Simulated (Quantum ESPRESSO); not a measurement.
Re under changes of volume

One of the cells (14.714 Å³/atom); the others are scaled copies at fixed shape and fractional positions:

```
Re
1.0
     2.76080    0.00000    0.00000
    -1.38040    2.39092    0.00000
     0.00000    0.00000    4.45820
Re
2
Cartesian
  1.3804 0.7970 3.3436
  0.0000 1.5939 1.1145
```

```yaml
Program: Quantum ESPRESSO 7.5
Functional: PBEsol
Potentials_or_basis: GBRV 1.5 PBEsol
Cutoff: 612 eV
Density_cutoff: 4898 eV
k_mesh: 11 × 11 × 6
Occupations: fermi-dirac, width 0.05 eV
Spin: no spin polarisation
```

```csv
volume (Å³/atom),energy over the lowest point (meV/atom),pressure (GPa)
13.831,46.49,22.1
14.125,?,?
14.420,0.00,3.6
14.714,0.57,-4.3
15.008,14.83,-11.3
15.303,41.36,-17.6
15.597,78.87,-23.3
```

Task: What does the run at 14.125 Å³/atom give?

Result: Energy over the lowest point 14.72 meV/atom; pressure 12.4 GPa.

Worked out: A Birch-Murnaghan fit of order 3 (a polynomial in V^(-2/3)) to the other rows has its minimum at 14.55 Å³/atom with B0 = V·E''(V) = 391 GPa and B' = 4.4 at fixed shape and positions, which overstates the stiffness. It gives 14.75 meV/atom at 14.125 Å³/atom, against the run's 14.72, and -dE/dV = 12.5 GPa, against 12.4.

Energies are extrapolated to zero smearing.
